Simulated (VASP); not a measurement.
```
CELL_PARAMETERS angstrom
      0.00000     2.89773     2.89773
      2.89773     0.00000     2.89773
      2.89773     2.89773     0.00000
ATOMIC_POSITIONS crystal
  Sr 0.00000 0.00000 0.00000
  F  0.25000 0.25000 0.25000
  F  0.75000 0.75000 0.75000
```

Computed with r2SCAN meta-GGA, VASP's PBE PAW potentials (set 64) (plane waves; VASP 6.6.1). Settings: 520 eV cut-off, 7×7×7 Γ-centred mesh, tetrahedra with Blöchl corrections, potentials Sr_sv F.

### Question
Estimate the energy per atom (σ→0), band gap (over mesh and band path) with the smallest direct gap where there is one.

### Answer

```
Item                                                            Result
---------------------------------------------  -----------------------
band gap (over mesh and band path)                             7.57 eV
smallest direct gap (over mesh and band path)                  7.68 eV
energy per atom (σ→0)                          -1094.0 kJ/mol of atoms
```

Only differences to runs with the same potentials and settings are physical.

The compound is SrF2 in the fluorite structure. It was relaxed first.
